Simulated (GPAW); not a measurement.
A run of GPAW 26.7.0 is set up as follows.

Contents of run.py:

```python
from ase.dft.bandgap import bandgap
from ase.io import read, write
from ase.units import GPa
from gpaw import GPAW, PW

atoms = read('V.xyz')
atoms.set_initial_magnetic_moments([2.0])

calc = GPAW(mode=PW(600),
            xc='MGGA_X_R2SCAN+MGGA_C_R2SCAN',
            kpts={'size': (12, 12, 12), 'gamma': True},
            occupations={'name': 'fermi-dirac', 'width': 0.05},
            nbands=15,
            convergence={'density': 1e-05, 'energy': 1e-05},
            maxiter=150,
            txt='gpaw.txt')
atoms.calc = calc
energy = atoms.get_potential_energy()
forces = atoms.get_forces()
stress = atoms.get_stress()
calc.write('gs.gpw')
write('result.traj', atoms)
print(f'Energy: {energy:.6f} eV')
print('Forces (eV/A):')
print(forces.round(4))
print('Stress (GPa):', (stress / GPa).round(3))
print('Moments:', calc.get_magnetic_moments().round(3))
print('Fermi level:', round(calc.get_fermi_level(), 4), 'eV')
print(f'Gap: {bandgap(calc)[0]:.4f} eV, direct: {bandgap(calc, direct=True)[0]:.4f} eV')

path = atoms.cell.bandpath('GHNGPH,PN', npoints=60, eps=1e-4)
bs_calc = calc.fixed_density(kpts=path, symmetry='off', nbands=23,
                             convergence={'bands': 'CBM+6.0', 'eigenstates': 1e-6}, txt='bands.txt')
bs = bs_calc.band_structure()
bs.write('bs.json')
print(f'Gap on the path: {bandgap(bs_calc)[0]:.4f} eV')
```

Contents of V.xyz:

```xyz
1
Lattice="-1.5143500000 1.5143500000 1.5143500000 1.5143500000 -1.5143500000 1.5143500000 1.5143500000 1.5143500000 -1.5143500000" Properties=species:S:1:pos:R:3 pbc="T T T"
V      0.0000000000      0.0000000000      0.0000000000
```

Potentials or basis: GPAW PAW data sets (gpaw-data 1.2.1), pw.

Launch:

```console
$ OMP_NUM_THREADS=1 python run.py
```

(1) What does it give for the site moments?

(2) Estimate the band gap along the path.

## Answers

(1) V +0.43 μB.

(2) none (metal or under the smearing width).

Caveat: the PAW data sets were made with another functional, which shifts forces and pressure a little.
